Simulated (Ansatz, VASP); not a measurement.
**Ta: VASP beside Ansatz**

Contents of INCAR:

```
SYSTEM = Ta
ALGO = Normal
EDIFF = 1E-6
ENCUT = 520
GGA = PS
ISIF = 2
ISMEAR = 0
LASPH = .TRUE.
LCHARG = .FALSE.
LREAL = .FALSE.
LWAVE = .FALSE.
NBANDS = 12
NELM = 100
PREC = Accurate
SIGMA = 0.1
```

Contents of KPOINTS:

```
k-points
0
G
  8 8 8
  0 0 0
```

The input POSCAR:

```
Ta
1.0
    0.0000000000      2.2611224708      2.2611224708
    2.2611224708      0.0000000000      2.2611224708
    2.2611224708      2.2611224708      0.0000000000
Ta
1
Direct
    0.0000000000      0.0000000000      0.0000000000
```

Input for Ansatz:

```yaml
crystal:
  lattice:
    - [0.0, 2.2611224708, 2.2611224708]
    - [2.2611224708, 0.0, 2.2611224708]
    - [2.2611224708, 2.2611224708, 0.0]
  atoms:
    - { symbol: Ta, position: [0.0, 0.0, 0.0] }
basis:
  ecutwfc: 420
kpoints:
  mp_grid: { grid: [8, 8, 8] }
hamiltonian:
  xc: pbesol
scf:
  occupations: { method: gaussian, width: 0.1 }
output:
  forces: true
  stress: true
  eigenvalues: true
```

Alike in both runs: task single point; functional PBEsol; k mesh 8 × 8 × 8; occupations gaussian, width 0.1 eV; no spin polarisation.

```csv
,VASP,Ansatz
version,VASP 6.6.1,Ansatz 0.2.0
potentials or method,"VASP PAW PBE potentials, release 64 (Ta_pv)","scalar-relativistic, plane waves, PAW"
plane-wave cutoff (eV),520,420
valence electrons in the cell,11,13
```

```csv
,VASP,Ansatz,Ansatz less VASP
gap on the k mesh at the Fermi level (eV),none,none,-
pressure (GPa),-30.5,-30.4,+0.05
```

A gap of «none» marks a metal or a gap that the smearing closes. The two sets of potentials don't hold the same shells in valence.

Caveats: the cell as given lies far from equilibrium; so large a pressure means that the cell lies far from this level's equilibrium, or that cutoff or potentials fall short (VASP); the potentials were made for another functional, which shifts forces and pressure (VASP). Spin-orbit coupling is left out, which matters for the levels of Ta.
